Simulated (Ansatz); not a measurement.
The following input was run with Ansatz 0.2.0.

```yaml
crystal:
  lattice:
    - [0.0, 2.7528549691, 2.7528549691]
    - [2.7528549691, 0.0, 2.7528549691]
    - [2.7528549691, 2.7528549691, 0.0]
  atoms:
    - { symbol: Ga, position: [0.0, 0.0, 0.0] }
    - { symbol: As, position: [0.25, 0.25, 0.25] }
basis:
  ecutwfc: 420
kpoints:
  mp_grid: { grid: [12, 12, 12] }
hamiltonian:
  xc: pbe
scf:
  occupations: { method: gaussian, width: 0.02 }
output:
  forces: true
  stress: true
  eigenvalues: true
```

Launched with
```bash
ansatz run input.yaml --threads 1 --pin off --max-ram 2560MiB --backend cpu --events-out ev --progress --plain --runs-dir out
```

Computed with DFT PBE, scalar-relativistic, plane waves, PAW in Ansatz.

Abridged output (iterations and final results):

```
SCF iter   1: F=—  HF=-8639.696431 eV  |F-HF|=—  |Δ(HF+E_count)|=         —  Δρ=1.73e-3  dr2=1.99e-3  ethr=1.77e-3  ⟨swp⟩=6.0  Hψ=6221  notcnv=0
SCF iter   2: F=—  HF=-8639.695438 eV  |F-HF|=—  |Δ(HF+E_count)|=   9.94e-4  Δρ=9.66e-4  dr2=2.71e-4  ethr=7.12e-6  ⟨swp⟩=2.0  Hψ=2808  notcnv=0
SCF iter   3: F=—  HF=-8639.695338 eV  |F-HF|=—  |Δ(HF+E_count)|=   9.93e-5  Δρ=2.48e-4  dr2=2.60e-5  ethr=9.66e-7  ⟨swp⟩=2.0  Hψ=2063  notcnv=0
SCF iter   4: F=—  HF=-8639.695356 eV  |F-HF|=—  |Δ(HF+E_count)|=   1.81e-5  Δρ=1.10e-4  dr2=4.57e-6  ethr=9.27e-8  ⟨swp⟩=2.0  Hψ=1575  notcnv=0
SCF iter   5: F=—  HF=-8639.695362 eV  |F-HF|=—  |Δ(HF+E_count)|=   5.86e-6  Δρ=1.95e-5  dr2=1.42e-7  ethr=1.63e-8  ⟨swp⟩=2.0  Hψ=1945  notcnv=0
SCF iter   6: F=-8639.695362 eV  HF=-8639.695362 eV  |F-HF|=2.29e-9  |Δ(HF+E_count)|=   2.78e-7  Δρ=3.26e-6  dr2=3.64e-9  ethr=3.57e-10  ⟨swp⟩=5.0  Hψ=5893  notcnv=0
SCF 1 converged in 6 iterations: F = -8639.695362 eV  dr2 = 3.64e-9
SCF converged after 6 iterations
Free energy (F): -8639.695362 eV
Harris-Foulkes:  -8639.695362 eV  (|F-HF|=2.29e-9)
Internal energy: -8639.695362 eV  (E = F + TS)
E sigma→0 (E₀):  -8639.695362 eV
Fermi energy:    9.877868 eV
--- Per-component energies (eV) ---
  E_band       = -285.216723
  E_kinetic    = 221.830216
  E_local      = -3798.238090  (includes V_loc(G=0)·N_el)
  E_nonlocal   = -245.975574
  E_hartree    = 1927.411755
  E_xc         = -149.755367
  E_vxc        = -139.214668  (∫ρ·V_xc dr)
  E_paw        = -3823.700289  (= ΣΔE_a)
  E_vpaw       = -178.439475  (= ΣTr[D̂ρ^β])
  E_aug_tail   = -0.000101  (compensation charges beyond the density's cutoff)
  E_ewald      = -2771.267912
  E_smearing   =  0.000000  (= −TS)
--- Forces (eV/Å), atoms counted from 1 ---
  atom   1  Ga     0.00000000     0.00000000     0.00000000
  atom   2  As     0.00000000     0.00000000     0.00000000
--- Stress (GPa, compression-positive) ---
       10.493946       0.000000       0.000000
        0.000000      10.493946       0.000000
        0.000000       0.000000      10.493946
  P = ⅓ Tr σ = 10.4939 GPa (104.939 kbar)
--- Band table (eV; the first three rows and the last of 72) ---
  k-point 0: bands = ["-25.9324", "-25.9324", "-25.9324", "-25.9193", "-25.9193", "-5.6291", "-5.6291", "-5.6291", "-5.5282", "-5.5282", "-4.0178", "9.3132", "9.3132", "9.3132", "10.4421", "13.0676", "13.0676", "13.0676"]
  k-point 1: bands = ["-25.9324", "-25.9323", "-25.9323", "-25.9193", "-25.9193", "-5.6390", "-5.6269", "-5.6269", "-5.5284", "-5.5284", "-3.9249", "8.1734", "9.1841", "9.1841", "11.1322", "13.2556", "13.2556", "13.2853"]
  k-point 2: bands = ["-25.9323", "-25.9321", "-25.9321", "-25.9193", "-25.9193", "-5.6637", "-5.6212", "-5.6212", "-5.5285", "-5.5285", "-3.6555", "6.5598", "8.8843", "8.8843", "11.2835", "13.6684", "13.6684", "14.2734"]
  k-point 71: bands = ["-25.9320", "-25.9315", "-25.9298", "-25.9195", "-25.9184", "-5.7631", "-5.5871", "-5.5723", "-5.5422", "-5.5242", "-1.0718", "2.3356", "5.3892", "5.5833", "14.0734", "14.3080", "14.9829", "15.3912"]
```

The run converged.

The run took 4.3 s on 1 thread of Arm Neoverse V2, on a shared host, peak memory 0.35 GiB.